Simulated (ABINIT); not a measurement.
# BN (F-43m) in ABINIT: further runs, part 2 of 2

ABINIT 10.8.3 (patched build). The steps go on from the part before.

## (4) Band structure, PBEsol

The input, run.abi:

```
# Datasets: ground state, then fixed potential
ndtset 2

# Pseudopotentials
pp_dirpath "./"
pseudos "N.upf, B.upf"

# Structure
acell 4.8452022309 4.8452022309 4.8452022309
rprim
     0.0000000000     0.7071067812     0.7071067812
     0.7071067812     0.0000000000     0.7071067812
     0.7071067812     0.7071067812     0.0000000000
ntypat 2
znucl 7 5
natom 2
typat 1 2
xred
     0.2500000000     0.2500000000     0.2500000000
     0.0000000000     0.0000000000     0.0000000000

# Plane-wave basis
ecut 1142.878222 eV

# Exchange and correlation
ixc -116133

# Bands and occupations
occopt 3
tsmear 0.00183747

# SCF cycle
nstep 100

# Output
iomode 3
prtwf 0
prteig 0
prtebands 0
prtden1 1

# Dataset 1
kptopt1 1
ngkpt1 13 13 13
nshiftk1 1
shiftk1 0.0 0.0 0.0
nband1 8
tolvrs1 1.0e-10

# Dataset 2: bands along G-X-W-K-G-L-U-W-L-K
iscf2 -2
getden2 1
nband2 12
nbdbuf2 2
tolwfr2 1.0e-12
kptopt2 -9
ndivsm2 5
prteig2 1
prtvol2 -3
kptbounds2
     0.0000000000     0.0000000000     0.0000000000
     0.5000000000     0.0000000000     0.5000000000
     0.5000000000     0.2500000000     0.7500000000
     0.3750000000     0.3750000000     0.7500000000
     0.0000000000     0.0000000000     0.0000000000
     0.5000000000     0.5000000000     0.5000000000
     0.6250000000     0.2500000000     0.6250000000
     0.5000000000     0.2500000000     0.7500000000
     0.5000000000     0.5000000000     0.5000000000
     0.3750000000     0.3750000000     0.7500000000
```

Potentials or basis: PseudoDojo NC SR PBEsol v0.4 stringent.

The run is started by

```sh
$ abinit run.abi > log 2>&1
```

run.abo:

```text
.Version 10.8.3 of ABINIT
 DATASET    1 : space group F-4 3 m (#216); Bravais cF (face-center cubic)
================================================================================
 Values of the parameters that define the memory need for DATASET  1.
     intxc =       0    ionmov =       0      iscf =       7    lmnmax =       4
     lnmax =       4     mgfft =      30  mpssoang =       2    mqgrid =    3001
     natom =       2  nloc_mem =       1    nspden =       1   nspinor =       1
    nsppol =       1      nsym =      24    n1xccc =    2501    ntypat =       2
    occopt =       3   xclevel =       2
       mpw =        1059          nfft =       27000          nkpt =          84
================================================================================
================================================================================

 DATASET    2 : space group F-4 3 m (#216); Bravais cF (face-center cubic)
================================================================================
 Values of the parameters that define the memory need for DATASET  2.
     intxc =       0    ionmov =       0      iscf =      -2    lmnmax =       4
     lnmax =       4     mgfft =      30  mpssoang =       2    mqgrid =    3001
     natom =       2  nloc_mem =       1    nspden =       1   nspinor =       1
    nsppol =       1      nsym =      24    n1xccc =    2501    ntypat =       2
    occopt =       3   xclevel =       2
       mpw =        1058          nfft =       27000          nkpt =          87
================================================================================
================================================================================

--------------------------------------------------------------------------------
------------- Echo of variables that govern the present computation ------------
--------------------------------------------------------------------------------
 -outvars: echo values of preprocessed input variables --------
            acell      4.8452022309E+00  4.8452022309E+00  4.8452022309E+00 Bohr
              amu      1.40067400E+01  1.08110000E+01
             ecut      4.20000000E+01 Hartree
           getden1          0
           getden2          1
             iscf1          7
[... 710 lines left out ...]
 length scales=  4.845202230900  4.845202230900  4.845202230900 bohr
              =  2.563970601069  2.563970601069  2.563970601069 angstroms
 Eigenvalues (hartree) for nkpt=  87  k points:
 kpt#   1, nband= 12, wtk=  1.00000, kpt=  0.0000  0.0000  0.0000 (reduced coord)
  -0.44176    0.29834    0.29834    0.29834    0.62111    0.62111    0.62111    0.67060
   1.19239    1.32331    1.32332    1.33006
 kpt#   2, nband= 12, wtk=  1.00000, kpt=  0.0357  0.0000  0.0357 (reduced coord)
  -0.44024    0.29414    0.29434    0.29434    0.61811    0.62634    0.62634    0.67579
   1.18877    1.25651    1.32546    1.33409
 kpt#   3, nband= 12, wtk=  1.00000, kpt=  0.0714  0.0000  0.0714 (reduced coord)
  -0.43568    0.28210    0.28320    0.28320    0.61076    0.64117    0.64117    0.68886
   1.15180    1.22573    1.33210    1.34615
 kpt#   4, nband= 12, wtk=  1.00000, kpt=  0.1071  0.0000  0.1071 (reduced coord)
  -0.42812    0.26360    0.26694    0.26694    0.60096    0.66354    0.66354    0.70558
   1.08855    1.23155    1.34250    1.36608
 kpt#   5, nband= 12, wtk=  1.00000, kpt=  0.1429  0.0000  0.1429 (reduced coord)
  -0.41763    0.24022    0.24772    0.24772    0.58931    0.69118    0.69118    0.72162
   1.03075    1.24488    1.35734    1.39361
 kpt#   6, nband= 12, wtk=  1.00000, kpt=  0.1786  0.0000  0.1786 (reduced coord)
  -0.40428    0.21332    0.22733    0.22733    0.57597    0.72219    0.72219    0.73168
[... 230 lines left out ...]
  -0.26215   -0.06073    0.11863    0.18778    0.61075    0.77472    0.77852    0.86313
   1.02410    1.24966    1.26722    1.42645
 kpt#  84, nband= 12, wtk=  1.00000, kpt=  0.4167  0.4167  0.6667 (reduced coord)
  -0.25318   -0.04623    0.08572    0.17622    0.59215    0.80133    0.80722    0.85958
   0.99722    1.24923    1.26833    1.48115
 kpt#  85, nband= 12, wtk=  1.00000, kpt=  0.4028  0.4028  0.6944 (reduced coord)
  -0.24426   -0.02955    0.05460    0.16551    0.57524    0.80717    0.83429    0.86868
   0.97870    1.25561    1.26888    1.53273
 kpt#  86, nband= 12, wtk=  1.00000, kpt=  0.3889  0.3889  0.7222 (reduced coord)
  -0.23678   -0.01132    0.02796    0.15622    0.56036    0.79053    0.85740    0.89020
   0.97046    1.26859    1.27040    1.56957
 kpt#  87, nband= 12, wtk=  1.00000, kpt=  0.3750  0.3750  0.7500 (reduced coord)
  -0.23267    0.00037    0.01616    0.14875    0.54764    0.76679    0.87481    0.90486
   0.97581    1.26753    1.29427    1.58313

== END DATASET(S) ==============================================================
================================================================================

 -outvars: echo values of variables after computation  --------
            acell      4.8452022309E+00  4.8452022309E+00  4.8452022309E+00 Bohr
           etotal1    -1.3371957856E+01
            fcart1     1.2280109825E-30  1.2280109825E-30 -3.6840329474E-30
                      -1.2280109825E-30 -1.2280109825E-30  3.6840329474E-30
            rprim      0.0000000000E+00  7.0710678120E-01  7.0710678120E-01
                       7.0710678120E-01  0.0000000000E+00  7.0710678120E-01
                       7.0710678120E-01  7.0710678120E-01  0.0000000000E+00
           strten1     1.9450065762E-04  1.9450065762E-04  1.9450065762E-04
                       0.0000000000E+00  0.0000000000E+00  0.0000000000E+00
           xangst      9.0650049941E-01  9.0650049941E-01  9.0650049941E-01
                       0.0000000000E+00  0.0000000000E+00  0.0000000000E+00
             xred      2.5000000000E-01  2.5000000000E-01  2.5000000000E-01
                       0.0000000000E+00  0.0000000000E+00  0.0000000000E+00
 Calculation completed.
```

Wall time 52 s (1 thread of Arm Neoverse N1, shared host); peak memory 0.12 GiB.

Results:

```yaml
Free_energy: -363.8695 eV
Pressure: -5.7 GPa
Band_gap_on_the_k_mesh: 4.41 eV, indirect (least direct gap 8.78 eV)
Band_gap_along_the_path: 4.33 eV, indirect (least direct gap 8.78 eV)
All_electrons_inside_the_program's_atomic_spheres: N 5.73; B 3.28
```

Levels at the corners of the path, in eV from the valence-band top:
| point | band 2 | band 3 | band 4 | band 5 | band 6 | band 7 |
| --- | --- | --- | --- | --- | --- | --- |
| Γ | 0.00 | 0.00 | 0.00 | 8.78 | 8.78 | 8.78 |
| X | -8.90 | -4.90 | -4.90 | 4.33 | 9.14 | 17.74 |
| W | -7.56 | -6.98 | -6.52 | 9.44 | 13.19 | 14.37 |
| K | -8.11 | -7.68 | -4.07 | 6.78 | 12.75 | 15.69 |
| Γ | 0.00 | 0.00 | 0.00 | 8.78 | 8.78 | 8.78 |
| L | -10.69 | -1.93 | -1.93 | 10.03 | 10.64 | 10.64 |
| U | -8.11 | -7.68 | -4.07 | 6.78 | 12.75 | 15.69 |
| W | -7.56 | -6.98 | -6.52 | 9.44 | 13.19 | 14.37 |
| L | -10.69 | -1.93 | -1.93 | 10.03 | 10.64 | 10.64 |
| K | -8.11 | -7.68 | -4.07 | 6.78 | 12.75 | 15.69 |

## (5) Equation of state, LDA

The input, run.abi:

```
# Datasets: one volume each
ndtset 7
getwfk -1
scalecart1 3*0.9795861087
scalecart2 3*0.9864848297
scalecart3 3*0.9932883884
scalecart4 3*1.0000000000
scalecart5 3*1.0066227096
scalecart6 3*1.0131594038
scalecart7 3*1.0196128224

# Pseudopotentials
pp_dirpath "./"
pseudos "N.LDA_PW-JTH.xml, B.LDA_PW-JTH.xml"

# Structure
acell 2.5639706028 2.5639706028 2.5639706028 Angstrom
rprim
     0.0000000000     0.7071067812     0.7071067812
     0.7071067812     0.0000000000     0.7071067812
     0.7071067812     0.7071067812     0.0000000000
ntypat 2
znucl 7 5
natom 2
typat 1 2
xred
     0.2500000000     0.2500000000     0.2500000000
     0.0000000000     0.0000000000     0.0000000000

# Plane-wave basis
ecut 20.0
pawecutdg 40.0

# k points
kptopt 1
ngkpt 13 13 13
nshiftk 1
shiftk 0.0 0.0 0.0

# Exchange and correlation
ixc 7

# Bands and occupations
nband 8
occopt 3
tsmear 0.00183747

# SCF cycle
nstep 100
tolvrs 1.0e-9

# Output
iomode 3
prtwf 1
prtden 0
prteig 0
prtebands 0
enunit 1
```

Potentials or basis: JTH PAW LDA v2.0.

The run is started by

```sh
$ abinit run.abi > log 2>&1
```

Wall time 50 s (1 thread of Arm Neoverse N1, shared host); peak memory 0.12 GiB.

Results (log left out):

| Item | Value |
| --- | --- |
| Equilibrium volume | 5.73 Å³/atom |
| Bulk modulus | 411 GPa |
| Pressure derivative of the bulk modulus | 4.0 (rough: it moves with the points fitted) |

Energy against volume, from the lowest point:
| volume (Å³/atom) | energy (meV/atom) |
| --- | --- |
| 5.602 | 3.86 |
| 5.721 | 0.00 |
| 5.840 | 2.76 |
| 5.959 | 11.12 |
| 6.078 | 24.79 |
| 6.198 | 43.06 |
| 6.317 | 65.69 |

Caveat: the cutoff is too short for stress, so the log's stress isn't used; pressures at fixed basis lie under the slope of the energies; the atomic spheres overlap.

## (6) Summary

| task | level | potentials or basis | cutoff (eV) | fine-grid cutoff | gap on the mesh (eV) | pressure (GPa) |
| --- | --- | --- | --- | --- | --- | --- |
| band structure | WC | JTH PAW PBE v2.0 | 680 | 1278.94 eV | 4.40 | - |
| band structure | r2SCAN | JTH PAW LDA v2.0 | 816 | 1414.99 eV | 5.02 | -2.8 |
| band structure | PBEsol | PseudoDojo NC SR PBEsol v0.4 stringent | 1143 | - | 4.41 | -5.7 |
| equation of state | LDA | JTH PAW LDA v2.0 | 544 | 1088.46 eV | - | - |

Alike in all rows: no spin polarisation; cell as given; k mesh 13 × 13 × 13; smearing fermi-dirac 0.05 eV.

Caveats: the PAW data sets were made with another functional, which shifts forces and pressure a little (some runs); an odd mesh through Γ misses points on the zone boundary, where band edges often lie (some runs); pressures at fixed basis lie under the slope of the energies (some runs); the atomic spheres overlap (some runs).

Absolute energies hang on the potentials; compare differences alone.

## (7) How close it comes

Step 2. The gap isn't set beside the measured one, since this odd mesh misses points on the zone boundary.

Step 3. A measured gap of BN is 6.4 eV (indirect; 300 K; a printed reference work, monograph); the calculated 4.95 eV misses it by -1.45 eV. The value is that of r2SCAN, without temperature or zero-point motion. The cell is a database's relaxed one, not the measured one, which moves gaps too.

Step 4. A measured gap of BN is 6.4 eV (indirect; 300 K; a printed reference work, monograph); the calculated 4.33 eV misses it by -2.07 eV. The value is that of PBEsol, without temperature or zero-point motion. Semilocal functionals fall short of measured gaps as a rule. The cell is a database's relaxed one, not the measured one, which moves gaps too.

Step 5. Measured bulk modulus of BN: 395 GPa (300 K; quoted in “Effect of nanostructuration on compressibility of cubic BN”, 2012, arxiv:1208.3664). This calculation gives 411 GPa (+4.1 %). The fit is for a static lattice scaled at fixed shape and fixed fractional positions.
